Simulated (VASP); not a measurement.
**Si: band structure with PBE**

The system is Si.

```
Si
1.0
     3.86997    0.00000    0.00000
     0.00000    5.47297    0.00000
     0.00000    0.00000    3.86645
Si
4
Direct
  0.00000 0.99987 0.00000
  0.50000 0.49987 0.50000
  0.00000 0.25013 0.50000
  0.50000 0.75013 0.00000
```

```json
{
  "Program": "VASP 6.6.1",
  "Task": "band structure",
  "Functional": "PBE",
  "Potentials or basis": "VASP PAW PBE potentials, release 64 (Si)",
  "Cutoff": "520 eV",
  "k mesh": "6 × 5 × 6",
  "Occupations": "gaussian, width 0.02 eV",
  "Spin": "non-collinear spin, zero start, spin-orbit coupling",
  "Starting moments": "[[0.0, 0.0, 0.0], [0.0, 0.0, 0.0], [0.0, 0.0, 0.0], [0.0, 0.0, 0.0]] μB",
  "Further INCAR settings": "ALGO = Normal; EDIFF = 1e-06"
}
```

```yaml
Pressure: -0.1 GPa
Largest_force: 0.010 eV/Å
Net_moment: 0.00 μB per cell
Valence_electrons_inside_the_program's_atomic_spheres: Si 1.68
```

Forces on the atoms (eV/Å):
```
Si   0.000  0.010  0.000
Si   0.000  0.010  0.000
Si   0.000 -0.010  0.000
Si   0.000 -0.010  0.000
```

Stress tensor (GPa, compression positive):
```
-0.05  0.00  0.00
 0.00 -0.31  0.00
 0.00  0.00  0.03
```

Moments on the atoms (μB; x, y, z):
```
Si  0.00 0.00 0.00
Si  0.00 0.00 0.00
Si  0.00 0.00 0.00
Si  0.00 0.00 0.00
```

Wall time 78 s on 4 MPI ranks on Intel(R) Xeon(R) 6975P-C (Granite Rapids), on a shared host, peak memory 0.45 GiB a rank.
